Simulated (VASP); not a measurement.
Input of a VASP 6.6.1 run:

File INCAR:

```
SYSTEM = K
  PREC = Accurate
  ENCUT = 520
  EDIFF = 1E-7
  ISMEAR = 0
  SIGMA = 0.1
  LREAL = .FALSE.
  LASPH = .TRUE.
  NELM = 100
  ALGO = Normal
  ISIF = 2
  LWAVE = .FALSE.
  LCHARG = .FALSE.
  GGA = CA
  NBANDS = 10
```

Contents of KPOINTS:

```
regular mesh
0
G
  12 12 12
  0 0 0
```

File POSCAR:

```
K
1.0
    0.0000000000      3.1811762428      3.1811762428
    3.1811762428      0.0000000000      3.1811762428
    3.1811762428      3.1811762428      0.0000000000
K
1
Direct
    0.0000000000      0.0000000000      0.0000000000
```

Potentials or basis: VASP PAW LDA potentials, release 64 (K_sv).

Run with:

```console
$ cat potpaw_LDA.64/K_sv/POTCAR > POTCAR
$ mpirun -np 1 vasp_std > vasp.out
```

(1) What does it give for the band gap on the k mesh?

(2) Predict the pressure.

## Answers

(1) none (metal or under the smearing width).

(2) 0.0 GPa.
